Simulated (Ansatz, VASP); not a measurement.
# Si5Ge2: VASP beside Ansatz

```xyz
7
Lattice="3.2891 1.8990 4.3601 -3.2891 1.8990 4.3601 0.0000 -3.7980 4.3601" Properties=species:S:1:pos:R:3 pbc="T T T"
Si    0.0000    0.0000    1.4955
Si    0.0000    0.0000   11.5848
Si    2.3670    0.3018    4.3601
Si   -1.4449    1.8990    4.3601
Si   -0.9221   -2.2008    4.3601
Ge    0.0000    0.0000    9.1526
Ge    0.0000    0.0000    3.9277
```

Alike in both runs: task single point; functional PBE; k mesh 3 × 3 × 3; occupations gaussian, width 0.1 eV; no spin polarisation.

|  | VASP | Ansatz |
| --- | --- | --- |
| version | VASP 6.6.1 | Ansatz 0.2.0 |
| potentials or method | VASP PAW PBE potentials, release 64 (Si, Ge_d) | scalar-relativistic, plane waves, PAW |
| plane-wave cutoff (eV) | 520 | 420 |
| valence electrons in the cell | 48 | 48 |

|  | VASP | Ansatz | Ansatz less VASP |
| --- | --- | --- | --- |
| gap on the k mesh at the Fermi level (eV) | 0.92 | 0.92 | -0.004 |
| least direct gap on the mesh (eV) | 1.52 | 1.51 | -0.002 |
| pressure (GPa) | -0.2 | -0.1 | +0.07 |
| largest component of the traceless stress (GPa) | 0.25 | 0.25 | -0.001 |
| rms of the force components (eV/Å) | 0.038 | 0.039 | +0.0015 |

Atom by atom the forces differ by 0.002 eV/Å (rms over components).

Caveats: an odd mesh through Γ misses points on the zone boundary, where band edges often lie.
